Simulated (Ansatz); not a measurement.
CoO in Ansatz: the effect of starting spin order

CoO:

```
CELL_PARAMETERS angstrom
1.50547 0.86918 2.43993
-1.50547 0.86918 2.43993
0.00000 -1.73837 2.43993
ATOMIC_POSITIONS crystal
Co 0.00000 0.00000 0.00000
O 0.50000 0.50000 0.50000
```

The cell is a database's computed one.

Alike in all runs:

| Quantity | Value |
| --- | --- |
| Program | Ansatz 0.2.0 |
| Task | single point |
| Functional | PBEsol |
| Potentials or basis | Ansatz PAW |
| Cutoff | 420 eV (not typed: the program's choice for these potentials) |
| k mesh | 11 × 11 × 11 |
| Occupations | fermi-dirac, width 0.05 eV |

```csv
starting spin order,spin,starting moments,energy over the lowest run (meV/atom),final net moment (μB),final largest site moment (μB)
spin off,no spin polarisation,-,?,?,?
fm,"collinear spin, ferromagnetic start","[2.0, 0.0] μB",0.0,2.94,2.49
random,"collinear spin, random start","[1.71, 0.0] μB",0.0,2.94,2.49
"ferromagnetic start, larger moments","collinear spin, ferromagnetic start","[3.5, 0.0] μB",0.0,2.94,2.49
```

**Question.** What does the run with starting spin order spin off give?

**Answer.** Energy over the lowest run 244.5 meV/atom; final net moment 0.00 μB; final largest site moment 0.00 μB.

Caveats: a cell with one magnetic atom can't hold antiferromagnetic order, which such compounds often take (some runs); an odd number of electrons without spin polarisation forces a metal (some runs); a magnetic or distorted state may lie lower (some runs).
